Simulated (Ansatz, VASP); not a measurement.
**SnSe2 (1T SnSe2 monolayer): VASP beside Ansatz**

Aim: how closely do two programs agree when they are given the same cell, functional and k mesh? Of the first pair: The structure shown is the end of the Ansatz relaxation below.

Main program and level: Ansatz 0.2.0; plane waves, with VASP 6.6.1 beside it; single point at PBE.

**1. Set-up**

The cell holds 3 atoms: 1 Sn and 2 Se. Its edges and angles: a = 3.871 Å, b = 3.871 Å, c = 15.990 Å, α = 90.0°, β = 90.0°, γ = 120.0°. As first built, before any earlier steps moved the atoms (in the runner's words): own sheet built from covalent radii; start for a relaxation. Vacuum lies along c.

**2. Ansatz: relaxation, PBE**

Ansatz runs on its default PAW (the set named soft_2) files.

This run makes the geometry at which the two programs are then compared.

File input.yaml:

```yaml
crystal:
  lattice:
    - [3.8711220743, 0.0, 0.0]
    - [-1.9355610372, 3.3524900575, 0.0]
    - [0.0, 0.0, 15.99]
  atoms:
    - { symbol: Sn, position: [0.0, 0.0, 0.5] }
    - { symbol: Se, position: [0.3333333333, 0.6666666667, 0.5996839537] }
    - { symbol: Se, position: [0.6666666667, 0.3333333333, 0.4003160463] }
kpoints:
  mp_grid: { grid: [7, 7, 1] }
scf:
  occupations: { method: fermi_dirac, width: 0.05 }
  max_iter: 100
hamiltonian:
  xc: pbe
relax:
  adjacent_minimum: "off"
  f_tol: 0.01
  max_steps: 60
  cell: { fix: [c, alpha, beta] }
```

Run with:

```
> ansatz run input.yaml --threads 4 --pin off --max-ram 10240MiB --backend cpu --events-out ev --progress --plain --runs-dir out
```

Numbers of over 12 decimals in the logs are rounded to 6 here.

Log:

```text
Engine: ansatz 0.2.0, x86_64-unknown-linux-gnu
Pseudopotentials: kind: paw
Pseudopotential: Sn, paw, valence charge 14, recommended cutoff 420 eV (normal), Sn.paw.azcp
Pseudopotential: Se, paw, valence charge 16, recommended cutoff 420 eV (normal), Se.paw.azcp
Functional definition: PBE
  parameter kappa = 0.804
  parameter beta = 0.066725
  exchange = pbe_x(kappa = kappa, mu = beta*pi^2/3)
  correlation = pbe_c(beta = beta)
Crystal: 3 atoms, lattice volume = 207.517 Å³
Basis set: ecut = 420 eV, 4061 PW (Γ), exchange–correlation on 54×54×216 points (8 copies of the dense FFT grid, shifted against one another)
Bands: 28, of which v1, the nominal top of the filled ones, is band 23 counted from 1 (22 counted from 0)
Symmetry: 12 space group operations
Space group: P-3m1 (ITA 164), of the structure as read, at distance tolerance 5.9e-5 Å
k-points: 8 of 49
Non-local potential: Sn, projectors of the file, l = 0: 2, l = 1: 2, l = 2: 2, l = 3: 2
Non-local potential: Se, projectors of the file, l = 0: 2, l = 1: 2, l = 2: 3, l = 3: 1
PAW form: soft (Blöchl's): semilocal exchange-correlation on the pseudo side does not see the compensation charge
PAW one-centre angular grid: Sn, 590 points (default); XC on 64 Gauss nodes
PAW one-centre angular grid: Se, 590 points (default); XC on 64 Gauss nodes
Initial density: superposition of atomic densities (neutral atoms: chi_scale 0, normalization atom), corrected by the library's trained network
Initial wavefunctions: pseudopotential atomic-orbital guess
Functional: x = pbe(κ = 0.804, μ = 0.219515), c = pbe(β = 0.066725)
SCF iter   1: F=—  HF=-16963.380673 eV  |F-HF|=—  |Δ(HF+E_count)|=         —  Δρ=9.56e-4  dr2=4.40e-3  ethr=1.77e-3  ⟨swp⟩=7.2  Hψ=1067  notcnv=0
preconditioner: auto → Resta (q_TF=auto, 2.122 Å⁻¹)  ε∞=2.2  [insulator: Δε(μ)=0.886 eV  Ē_g=9.562 eV  σ=0.050 eV  W_gap=1.00  n_scr=40 (ndim 8)  ℏωp=10.3 eV  f_vac=0.605  D(μ)=0.00/eV (n_scr^D=0)  ε∞_Penn≈2.2  vacuum switching on, ρ_ref=6.6e-3 e/Å³]
SCF iter   2: F=—  HF=-16963.381082 eV  |F-HF|=—  |Δ(HF+E_count)|=   4.09e-4  Δρ=4.90e-4  dr2=5.13e-4  ethr=9.56e-6  ⟨swp⟩=3.2  Hψ=570  notcnv=0  defer=2
SCF iter   3: F=—  HF=-16963.381431 eV  |F-HF|=—  |Δ(HF+E_count)|=   3.48e-4  Δρ=2.52e-4  dr2=1.01e-4  ethr=1.11e-6  ⟨swp⟩=2.9  Hψ=416  notcnv=0  defer=2
SCF iter   4: F=—  HF=-16963.381713 eV  |F-HF|=—  |Δ(HF+E_count)|=   2.82e-4  Δρ=8.65e-5  dr2=1.47e-5  ethr=2.19e-7  ⟨swp⟩=2.8  Hψ=392  notcnv=0  defer=2
SCF iter   5: F=—  HF=-16963.381764 eV  |F-HF|=—  |Δ(HF+E_count)|=   5.15e-5  Δρ=2.09e-5  dr2=1.36e-6  ethr=3.20e-8  ⟨swp⟩=2.5  Hψ=449  notcnv=0  defer=2
SCF iter   6: F=-16963.381765 eV  HF=-16963.381765 eV  |F-HF|=8.24e-8  |Δ(HF+E_count)|=   3.15e-7  Δρ=3.59e-6  dr2=3.69e-8  ethr=2.17e-10  ⟨swp⟩=3.9  Hψ=938  notcnv=0
SCF 1 converged in 6 iterations: F = -16963.381765 eV  dr2 = 3.69e-8
  greatest PAW one-centre occupation: 1.000 electrons in one spin orbital (limit 2), on the Se atom at site 2 (counted from 0), in its partial waves of l = 2
relax step   1: F+E_penalty+E_count = -16963.38176473 eV  Δ(F+E_penalty+E_count) = +0.000e0 eV  max|allowed force component| = 6.572e-4 eV/Å  Δτ_max = 0.0000 Å  P = -0.012 GPa  Ω = 207.517 Å³  fix = [c, alpha, beta]  reactions: c -0.002 GPa  (6 SCF iters, dr2 threshold 1.00e-7 eV, accepted)
Initial density: handed on by an earlier stage of this run
Initial wavefunctions: pseudopotential atomic-orbital guess (no wavefunctions were taken with the density)
iter 1 solved again at ethr=5.35e-7 eV; its pass at ethr=3.10e-3 eV (dr2=2.46e-4 eV) is discarded
SCF iter   1: F=—  HF=-16963.381729 eV  |F-HF|=—  |Δ(HF+E_count)|=         —  Δρ=3.70e-6  dr2=3.82e-8  ethr=5.35e-7  ⟨swp⟩=3.4  Hψ=1614  notcnv=0
eigensolver tolerance schedule: the retry pair's looser diagonalisation over-reported the residual by 6439.09 of it (diagonalisation noise at an unbounded share of the residual, at the tolerance the schedule requests for it); recorded, not acted on — ethr = c·dr2/N_el stays at c = 1.0e-1
preconditioner: auto → Resta (q_TF=auto, 2.122 Å⁻¹)  ε∞=2.2  [insulator: Δε(μ)=0.884 eV  Ē_g=9.563 eV  σ=0.050 eV  W_gap=1.00  n_scr=40 (ndim 8)  ℏωp=10.3 eV  f_vac=0.605  D(μ)=0.00/eV (n_scr^D=0)  ε∞_Penn≈2.2  vacuum switching on, ρ_ref=6.6e-3 e/Å³]
SCF iter   2: F=—  HF=-16963.381765 eV  |F-HF|=—  |Δ(HF+E_count)|=   3.55e-5  Δρ=2.44e-6  dr2=1.50e-8  ethr=8.31e-11  ⟨swp⟩=3.8  Hψ=503  notcnv=0
SCF iter   3: F=—  HF=-16963.381765 eV  |F-HF|=—  |Δ(HF+E_count)|=   3.69e-8  Δρ=9.52e-7  dr2=2.25e-9  ethr=3.26e-11  ⟨swp⟩=2.0  Hψ=328  notcnv=0
SCF iter   4: F=—  HF=-16963.381765 eV  |F-HF|=—  |Δ(HF+E_count)|=   6.88e-9  Δρ=4.60e-7  dr2=3.02e-10  ethr=4.89e-12  ⟨swp⟩=2.8  Hψ=378  notcnv=0
SCF iter   5: F=—  HF=-16963.381765 eV  |F-HF|=—  |Δ(HF+E_count)|=  7.28e-11  Δρ=1.75e-7  dr2=5.75e-11  ethr=1.00e-12  ⟨swp⟩=2.0  Hψ=313  notcnv=0
SCF iter   6: F=-16963.381765 eV  HF=-16963.381765 eV  |F-HF|=7.28e-12  |Δ(HF+E_count)|=  2.18e-11  Δρ=6.06e-8  dr2=4.63e-12  ethr=1.00e-12  ⟨swp⟩=6.6  Hψ=973  notcnv=0
SCF 2 converged in 6 iterations: F = -16963.381765 eV  dr2 = 4.63e-12
relax step   2: F+E_penalty+E_count = -16963.38176473 eV  Δ(F+E_penalty+E_count) = -5.777e-9 eV  max|allowed force component| = 6.431e-4 eV/Å  Δτ_max = 0.0000 Å  P = -0.012 GPa  Ω = 207.517 Å³  fix = [c, alpha, beta]  reactions: c -0.002 GPa  stress off target by 1.73e-2 GPa on what of the cell is left free  SCF on the basis re-selected at this cell (its energy is not comparable with the rows above)  (6 SCF iters)
basis re-selected at this cell: Δ(F+E_penalty+E_count) = -5.777e-9 eV, ΔP = -0.000 GPa vs the last step (what re-selecting the basis moved, of the pressure what is left beyond the Pulay correction that the steps carried, after the strain that the cell walked since its last selection, with what the two solves' SCF thresholds leave and, on support functions, any second-order correction that the steps lacked; it is no m [...]
SCF converged after 6 iterations
Free energy (F): -16963.381765 eV
Harris-Foulkes:  -16963.381765 eV  (|F-HF|=7.28e-12)
Internal energy: -16963.381727 eV  (E = F + TS)
E sigma→0 (E₀):  -16963.381746 eV
Entropy (-TS):   -0.000038 eV (-0.013 meV/atom)
Fermi energy:    -0.383451 eV
--- Per-component energies (eV) ---
  E_band       = -1259.287218
  E_kinetic    = 422.935627
  E_local      = -24652.614276  (includes V_loc(G=0)·N_el)
  E_nonlocal   = -1222.403869
  E_hartree    = 12203.863226
  E_xc         = -588.760478
  E_vxc        = -289.843860  (∫ρ·V_xc dr)
  E_paw        = -7963.821843  (= ΣΔE_a)
  E_vpaw       = 74.913770  (= ΣTr[D̂ρ^β])
  E_aug_tail   = -0.001205  (compensation charges beyond the density's cutoff)
  E_ewald      = 4837.421091
  E_smearing   = -0.000038  (= −TS)
  E_closure    = 0.000000  (closes the sum)
  Σ components = -16963.381765   (vs F -16963.381765, Δ=0.00e0)
--- Forces (eV/Å), atoms counted from 1 ---
  atom   1  Sn     0.00000000     0.00000000     0.00000000
  atom   2  Se    -0.00000000     0.00000000    -0.00064308
  atom   3  Se     0.00000000    -0.00000000     0.00064308
  max |Σ_I F_I| component: 4.63e-18 eV/Å
--- Stress (GPa, compression-positive) ---
       -0.017272      -0.000000      -0.000000
       -0.000000      -0.017272       0.000000
       -0.000000       0.000000      -0.001571
  P = ⅓ Tr σ = -0.0120 GPa (-0.120 kbar)
--- Relaxed structure (1 steps of the walk, 1 accepted, 1 SCFs on fresh bases) ---
  F+E_penalty+E_count = -16963.38176473 eV   max|allowed force component| = 6.431e-4 eV/Å   (the final SCF, on the basis selected at the relaxed cell)
  cell:  # Å, volume = 207.5166 Å³
    - [3.871122, 2.886754006629395e-11, 0.0]
    - [-1.935561, 3.352490, 0.0]
    - [0.0, 0.0, 15.99]
  atoms:
    - { symbol: Sn, position: [0.0, 0.0, 0.5] }
    - { symbol: Se, position: [0.333333, 0.666667, 0.5996839537] }
    - { symbol: Se, position: [0.666667, 0.333333, 0.400316] }
```

**3. VASP: single point, PBE, relaxed cell, pair 1**

The same cell, functional, mesh and smearing now go to VASP, with its own data sets.

Lines of VASP's logs that name or quote its potential files are left out, and so is its time.

File INCAR:

```
SYSTEM = SnSe2
PREC = Accurate
ENCUT = 500
EDIFF = 1E-06
NELM = 120
ISMEAR = -1
SIGMA = 0.05
LREAL = .FALSE.
ALGO = Normal
GGA = PE
NBANDS = 19
LORBIT = 11
LWAVE = .FALSE.
LCHARG = .FALSE.
ISIF = 2
LASPH = .TRUE.
GGA_COMPAT = .FALSE.
EFERMI = MIDGAP
```

File POSCAR:

```
SnSe2
1.0
    3.8711220743      0.0000000000      0.0000000000
   -1.9355610372      3.3524900575      0.0000000000
    0.0000000000      0.0000000000     15.9900000000
Sn Se
1 2
Direct
    0.0000000000      0.0000000000      0.5000000000
    0.3333333333      0.6666666667      0.5996839537
    0.6666666667      0.3333333333      0.4003160463
```

File KPOINTS:

```
Automatic mesh
0
Gamma
7 7 1
0 0 0
```

The projector-augmented-wave data sets are Sn_d and Se (PBE family, release 64).

Run with:

```
> mpirun -np 1 vasp_std
```

Log:

```text
[banner, memory and clock lines left out]
running    1 mpi-ranks, on    1 nodes
 distrk:  each k-point on    1 cores,    1 groups
 distr:  one band on    1 cores,    1 groups

 POSCAR found type information on POSCAR SnSe
 POSCAR found :  2 types and       3 ions
 LDA part: xc-table for (Slater+PW92), standard interpolation
 POSCAR, INCAR and KPOINTS ok, starting setup
 FFT: planning ... GRIDC
 FFT: planning ... GRID_SOFT
 FFT: planning ... GRID
 WAVECAR not read
 entering main loop
       N       E                     dE             d eps       ncg     rms          rms(c)
DAV:   1     0.189968260452E+03    0.18997E+03   -0.11372E+04   328   0.116E+03
DAV:   2     0.875068379341E+01   -0.18122E+03   -0.17708E+03   399   0.251E+02
DAV:   3    -0.115007839057E+02   -0.20251E+02   -0.20156E+02   381   0.995E+01
DAV:   4    -0.121249375347E+02   -0.62415E+00   -0.62340E+00   393   0.196E+01
DAV:   5    -0.121407297315E+02   -0.15792E-01   -0.15792E-01   441   0.310E+00    0.466E+00
DAV:   6    -0.118772696071E+02    0.26346E+00   -0.60192E-01   459   0.785E+00    0.303E+00
DAV:   7    -0.118613897572E+02    0.15880E-01   -0.19994E-01   352   0.286E+00    0.644E-01
DAV:   8    -0.118592362011E+02    0.21536E-02   -0.19385E-02   393   0.138E+00    0.277E-01
DAV:   9    -0.118595348789E+02   -0.29868E-03   -0.19880E-03   358   0.314E-01    0.705E-02
DAV:  10    -0.118595287575E+02    0.61213E-05   -0.10769E-04   431   0.952E-02    0.308E-02
DAV:  11    -0.118595313835E+02   -0.26260E-05   -0.96094E-05   358   0.478E-02    0.115E-02
DAV:  12    -0.118595436223E+02   -0.12239E-04   -0.40887E-06   306   0.116E-02    0.890E-03
DAV:  13    -0.118595999418E+02   -0.56319E-04   -0.21185E-05   321   0.143E-02    0.614E-03
DAV:  14    -0.118596401767E+02   -0.40235E-04   -0.35007E-06   302   0.600E-03    0.530E-03
DAV:  15    -0.118596769219E+02   -0.36745E-04   -0.13458E-06   323   0.675E-03    0.252E-03
DAV:  16    -0.118596951923E+02   -0.18270E-04   -0.27725E-07   318   0.328E-03    0.793E-04
DAV:  17    -0.118597007887E+02   -0.55963E-05   -0.10521E-07   318   0.134E-03    0.860E-04
DAV:  18    -0.118597022939E+02   -0.15053E-05   -0.52097E-08   286   0.153E-03    0.232E-04
DAV:  19    -0.118597023856E+02   -0.91670E-07   -0.28514E-09   279   0.325E-04
   1 F= -.11859702E+02 E0= -.11859683E+02  d E =-.384159E-04
```

OUTCAR, selected parts (step 3):

```text
ion  position               nearest neighbor table
   1  0.000  0.000  0.500-   2 2.75   3 2.75   3 2.75   2 2.75   3 2.75   2 2.75
   2  0.333  0.667  0.600-   1 2.75   1 2.75   1 2.75
   3  0.667  0.333  0.400-   1 2.75   1 2.75   1 2.75

  LATTYP: Found a hexagonal cell.
 ALAT       =     3.8711220743
 C/A-ratio  =     4.1305853169

 Subroutine GETGRP returns: Found 12 space group operations
 (whereof 12 operations were pure point group operations)

The static configuration has the point symmetry D_3d.

 Found      8 irreducible k-points:

   k-points           NKPTS =      8   k-points in BZ     NKDIM =      8   number of bands    NBANDS=     19

   dimension x,y,z NGX =    28 NGY =   28 NGZ =  120
   dimension x,y,z NGXF=    56 NGYF=   56 NGZF=  240

   ENCUT  =  500.0 eV  36.75 Ry    6.06 a.u.   7.06  7.06 29.15*2*pi/ulx,y,z

   NELECT =      26.0000    total number of electrons

 k-points in reciprocal lattice and weights: Automatic mesh
   0.00000000  0.00000000  0.00000000       0.020
   0.14285714  0.00000000  0.00000000       0.122
   0.28571429  0.00000000  0.00000000       0.122
   0.42857143  0.00000000  0.00000000       0.122
   0.14285714  0.14285714  0.00000000       0.122
   0.28571429  0.14285714  0.00000000       0.245
   0.42857143  0.14285714  0.00000000       0.122
   0.28571429  0.28571429  0.00000000       0.122

 average (electrostatic) potential at core
       1-109.0245       2 -59.6535       3 -59.6535

 E-fermi :  -1.8526

 k-point     1 :       0.0000    0.0000    0.0000
  band No.  band energies     occupation
    ...
      9      -3.3167      2.00000
     10      -2.7621      2.00000
     11      -2.7621      2.00000
     12      -2.3817      1.99995
     13      -2.3817      1.99995
     14      -0.8031      0.00000
     15       0.7445      0.00000
     16       2.2656      0.00000
     17       2.2656      0.00000
     18       3.2544      0.00000
    ...

 k-point     2 :       0.1429    0.0000    0.0000
  band No.  band energies     occupation
    ...
      9      -4.1008      2.00000
     10      -3.3141      2.00000
     11      -3.2803      2.00000
     12      -3.1462      2.00000
     13      -2.2965      1.99972
     14      -0.1529      0.00000
     15       1.4605      0.00000
     16       2.3477      0.00000
     17       2.6780      0.00000
     18       3.6326      0.00000
    ...

 k-point     3 :       0.2857    0.0000    0.0000
  band No.  band energies     occupation
    ...
      9      -5.5931      2.00000
     10      -4.2783      2.00000
     11      -3.9757      2.00000
     12      -3.0043      2.00000
     13      -2.4330      1.99998
     14      -0.7209      0.00000
     15       1.8203      0.00000
     16       3.1935      0.00000
     17       3.2660      0.00000
     18       4.0230      0.00000
    ...

  Total        0.0018775      0.0018775      0.0281994     -0.0000000      0.0000000     -0.0000000
  in kB        0.0144957      0.0144957      0.2177195     -0.0000000      0.0000000     -0.0000000
  external PRESSURE =       0.0822370 kB  Pullay stress =       0.0000000 kB

  energy-cutoff  :      500.00
  volume of cell :      207.52
      direct lattice vectors                 reciprocal lattice vectors
     3.871122074  0.000000000  0.000000000     0.258323034  0.149142873  0.000000000
    -1.935561037  3.352490057  0.000000000     0.000000000  0.298285747  0.000000000
     0.000000000  0.000000000 15.990000000     0.000000000  0.000000000  0.062539087

 POSITION                                       TOTAL-FORCE (eV/Angst)
 -----------------------------------------------------------------------------------
      0.00000      0.00000      7.99500        -0.000000      0.000000      0.000000
     -0.00000      2.23499      9.58895        -0.000000     -0.000000      0.012037
      1.93556      1.11750      6.40105         0.000000      0.000000     -0.012037
 -----------------------------------------------------------------------------------
    total drift:                                0.000000      0.000000      0.000000

  FREE ENERGIE OF THE ION-ELECTRON SYSTEM (eV)
  ---------------------------------------------------
  free  energy   TOTEN  =       -11.8597023856 eV

  energy  without entropy=      -11.8596639697  energy(sigma->0) =      -11.85968318

 total charge
# of ion       s       p       d       tot
------------------------------------------
    1        1.059   0.985  10.085  12.129
    2        1.482   2.298   0.023   3.804
    3        1.482   2.298   0.023   3.804
--------------------------------------------------
tot          4.024   5.581  10.131  19.737

[... 3 further parts left out ...]
```

**4. Side by side**

Known differences besides the potentials themselves: the data sets hold 46 valence electrons in Ansatz (on its default PAW (the set named soft_2) files) and 26 in VASP; the cutoff is 420 eV in Ansatz and 500 eV in VASP; Ansatz's pressure holds a Pulay correction, VASP's none. Total energies have different zeros and are not compared.

The two programs side by side:

```tsv
quantity	Ansatz	VASP	difference
pressure (GPa)	-0.01	0.01	-0.02
gap on the k mesh (eV)	0.884	0.882	+0.003
```

At this near-relaxed geometry the largest component of a force difference is 13 meV/Å. A gap on the mesh is an upper bound, since the band edges may lie between its points. With vacuum in the cell, a pressure given here is an average over mostly empty space and none of the material.

(Continued in part 2 of 2.)

[Lines on the potential files, build, host, timing and source positions are cut from VASP's logs without a mark.]

[Logs are printed without paths, hosts, clocks, repeated set-up lines and the standing remarks that a program may print on its own settings, such as how far it seeks lower states.]

[Hosts, paths, dates, database ids (printed as entryN), source tags and the programs' standing remarks are cut or masked in the printed files.]
